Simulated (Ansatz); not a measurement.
**Ni: which structure wins at one pressure**

Aim: bring Ni in several structures (fcc, bcc, hcp, diamond, sc, omega) to one pressure and rank them by enthalpy. The pressure is set by scaling the first phase. The runs shown use PAW.

Program: Ansatz 0.2.0. Level of theory: DFT, PBE, PAW with Ansatz's default frozen-core files, scalar-relativistic. These are calculated values, not measurements.

### 1 The system as given

Symmetry: Fm-3m, No. 225, cubic system. The conventional cell has a = 3.519 Å, b = 3.519 Å, c = 3.519 Å, α = 90.00°, β = 90.00°, γ = 90.00°. Ni (site symmetry m-3m) has 12 Ni at 2.49 Å as nearest neighbours.

Structure file:

```xyz
1
Lattice="0.0000 1.7597 1.7597 1.7597 0.0000 1.7597 1.7597 1.7597 0.0000" Properties=species:S:1:pos:R:3 pbc="T T T"
Ni    0.0000    0.0000    0.0000
```

### 2 Cell relaxed at zero pressure, PAW

The input, input.yaml:

```yaml
crystal:
  lattice:
    - [0.0, 1.7597012234, 1.7597012234]
    - [1.7597012234, 0.0, 1.7597012234]
    - [1.7597012234, 1.7597012234, 0.0]
  atoms:
    - { symbol: Ni, position: [0.0, 0.0, 0.0], spin: 1.0 }
magnetization:
  spin_polarized: true
kpoints:
  mp_grid: { grid: [19, 19, 19] }
scf:
  occupations: { method: fermi_dirac, width: 0.1 }
hamiltonian:
  xc: pbe
  pseudopotentials: { kind: paw }
output:
  forces: true
  stress: true
relax:
  f_tol: 0.005
  max_steps: 40
  cell: {}
```

Launch:

```sh
$ ansatz run input.yaml --threads 2 --pin off --max-ram 7168MiB --backend cpu --events-out ev --progress --plain --runs-dir out
```

After this run come: Volume scaled by 0.42, to set the pressure, PAW; Fcc relaxed under pressure, PAW; Bcc relaxed under pressure, PAW; Hcp relaxed under pressure, PAW; Diamond relaxed under pressure, PAW; Sc relaxed under pressure, PAW; Omega relaxed under pressure, PAW.

Before running it: what results should come out? Wanted: pressure; lowest.

**Answer**, as computed:

```
    quantity                         value
    pressure                      1300 GPa
lowest (PAW)  fcc, 77.1 meV/atom under hcp
```

In words: By PAW the order is fcc < hcp < bcc < omega < sc < diamond. Only these structures were tried, with electrons smeared by 0.1 eV and without vibrations, so the true ground state may be another. The k meshes differ between phases and weren't tested, which can move differences by some meV.
